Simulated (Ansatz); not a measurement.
**NiO2 and the effect of the functional**

It takes space group P-3m1 (No. 164, trigonal). Conventional cell: a = 2.799 Å, b = 2.799 Å, c = 4.618 Å, α = 90.00°, β = 90.00°, γ = 120.00°. Ni (site symmetry -3m) is surrounded by 6 O at 1.88 Å. O (site symmetry 3m) has 3 Ni at 1.88 Å as nearest neighbours.

The cell comes from a database or a generator and needn't be the stable form of this composition.

Kept alike: task equation of state; k mesh 11 × 11 × 6; occupations fermi-dirac, width 0.05 eV; collinear spin, ferromagnetic start. Program: Ansatz, Ansatz PAW. Cutoffs run from 420 to 500 eV. The mesh is that of the run's cell of 3 atoms. No spin-orbit coupling.

| run | volume (Å³/atom) | bulk modulus (GPa) |
| --- | --- | --- |
| A | 10.199 | 204.0 |
| B | 9.861 | 223.2 |
| C | 10.163 | 212.4 |

Volume and modulus come from cells scaled at fixed shape and fractions; off cubic symmetry such a modulus can lie above the relaxed one. The moments vanished: the runs ended non-magnetic. All rows use potentials made for PBE.

Q: The runs differ in the functional (and the cutoff that goes with it) alone: LDA; PBEsol; r2SCAN. Which run is which?

A: Run A is PBEsol; run B is LDA; run C is r2SCAN. The volume runs from 9.861 (LDA) to 10.199 Å³/atom (PBEsol). The bulk modulus runs from 204.0 (PBEsol) to 223.2 GPa (LDA).
